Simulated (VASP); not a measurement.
# ScAl3N4 (Pm) in VASP: a series of runs, part 2 of 2

VASP 6.6.1. The steps go on from the part before.

## Step 3: Relaxation of cell and atoms, PBEsol

This run uses another cell than the first one, of 11.31 Å³/atom, 0.963 times its volume.

The input, INCAR:

```
PREC     = Accurate       # precision mode
ENCUT    = 600            # plane-wave cutoff, eV
EDIFF    = 1E-7           # SCF threshold, eV
ISMEAR   = 0              # smearing method
SIGMA    = 0.03           # smearing width, eV
LREAL    = F              # projectors in reciprocal space
LASPH    = T              # aspherical terms in the spheres
NELM     = 80             # most SCF steps
ALGO     = Normal         # electronic algorithm
ISIF     = 3              # what is computed and relaxed
LWAVE    = F              # write WAVECAR
LCHARG   = F              # write CHGCAR
GGA      = PS             # functional
IBRION   = 2              # ionic algorithm
NSW      = 90             # ionic steps
EDIFFG   = -0.005         # ionic threshold
KPAR     = 4
```

The input, KPOINTS:

```
Automatic mesh
0
Gamma
  8 6 6
```

The input, POSCAR:

```
ScAl3N4                                 
1.0
    1.6024282298      2.7754871022     -0.0000000000
   -0.0119724341      0.0069122881      5.0283304897
    4.8631954328     -2.8077671907     -0.0148722594
  Sc              Al              N             
     1     3     4
Direct
     0.5000000000000006    0.9879848898157262    0.8344890562779826
     0.0000000000000003    0.9964215449855971    0.3335222201904960
     0.4999999999999966    0.4983111722002881    0.1730629892558915
     0.0000000000000034    0.4997235530181861    0.6596125884066472
     0.4999999999999998    0.4115249096371204    0.8351910735917335
     0.0000000000000002    0.3773252892327374    0.3322413333214144
     0.4999999999999802    0.8757421696177224    0.1881658813147798
     0.0000000000000192    0.8729664714926333    0.6437148576410547
```

Potentials or basis: VASP PAW PBE potentials, release 64 (Sc_sv, Al, N).

Launch:

```sh
cat potpaw_PBE.64/Sc_sv/POTCAR potpaw_PBE.64/Al/POTCAR potpaw_PBE.64/N/POTCAR > POTCAR
mpirun -np 4 vasp_std > vasp.out
```

Wall time 1.7 min (4 MPI ranks of Intel Xeon 6975P-C (Granite Rapids), shared host); peak memory 0.4 GiB.

Results (log left out):

```
Free energy                            : -65.1661 eV
Relaxed volume                         : 11.31 Å³/atom
Relaxed cell                           : a = 3.205 Å, b = 5.029 Å, c = 5.615 Å, α = 90.31°, β = 90.00°, γ = 90.00°
Space group after relaxing (to 0.05 Å) : Pm (No. 6)
Energy gained by relaxing              : 0.0 meV/atom
Ionic steps                            : 3
Pressure after relaxing                : 0.0 GPa
Largest force after relaxing           : 0.004 eV/Å
Band gap on the k mesh                 : 3.53 eV, indirect (least direct gap 3.72 eV)
```

Forces on the atoms (eV/Å):
```
Sc   0.002 -0.001 -0.001
Al   0.000  0.000  0.002
Al   0.000  0.000  0.004
Al   0.000  0.000 -0.001
N    0.001 -0.001 -0.001
N   -0.002  0.001  0.001
N    0.000  0.000  0.000
N   -0.001  0.000 -0.004
```

Final structure:
```cif
data_structure
_symmetry_space_group_name_H-M 'P 1'
_symmetry_Int_Tables_number 1
_cell_length_a 3.2048
_cell_length_b 5.0291
_cell_length_c 5.6155
_cell_angle_alpha 90.314
_cell_angle_beta 90.000
_cell_angle_gamma 90.000
_cell_volume 90.50
loop_
_atom_site_label
_atom_site_type_symbol
_atom_site_fract_x
_atom_site_fract_y
_atom_site_fract_z
_atom_site_occupancy
Sc1 Sc 0.50000 0.98794 0.83447 1
Al1 Al 0.00000 0.99640 0.33351 1
Al2 Al 0.50000 0.49832 0.17307 1
Al3 Al 0.00000 0.49968 0.65961 1
N1 N 0.50000 0.41154 0.83522 1
N2 N 0.00000 0.37737 0.33221 1
N3 N 0.50000 0.87577 0.18818 1
N4 N 0.00000 0.87298 0.64374 1
```

Levels at points of the mesh, in eV from the valence-band top:
```csv
k point,band 17,band 18,band 19,band 20,band 21,band 22,band 23,band 24
"(0.00, 0.00, 0.00)",-0.80,-0.68,-0.51,-0.19,3.53,4.20,4.52,5.08
"(0.50, 0.00, 0.00)",-1.77,-1.07,-0.86,-0.19,3.99,4.21,4.71,5.36
"(0.00, 0.50, 0.00)",-1.03,-0.97,-0.55,-0.53,4.22,4.76,4.95,5.49
"(0.50, 0.50, 0.00)",-1.10,-0.81,-0.78,-0.20,3.98,4.80,4.89,5.78
"(0.00, 0.00, 0.50)",-0.78,-0.41,-0.39,-0.22,4.46,4.98,5.17,5.55
"(0.50, 0.00, 0.50)",-1.42,-0.82,-0.78,-0.12,3.89,4.23,4.46,5.52
"(0.00, 0.50, 0.50)",-1.20,-1.20,-0.39,-0.28,4.59,4.90,5.55,5.79
"(0.50, 0.50, 0.50)",-1.54,-1.02,-0.87,0.00,3.90,4.57,4.78,5.05
```

Caveat: the PAW data sets were made with another functional, which shifts forces and pressure a little.
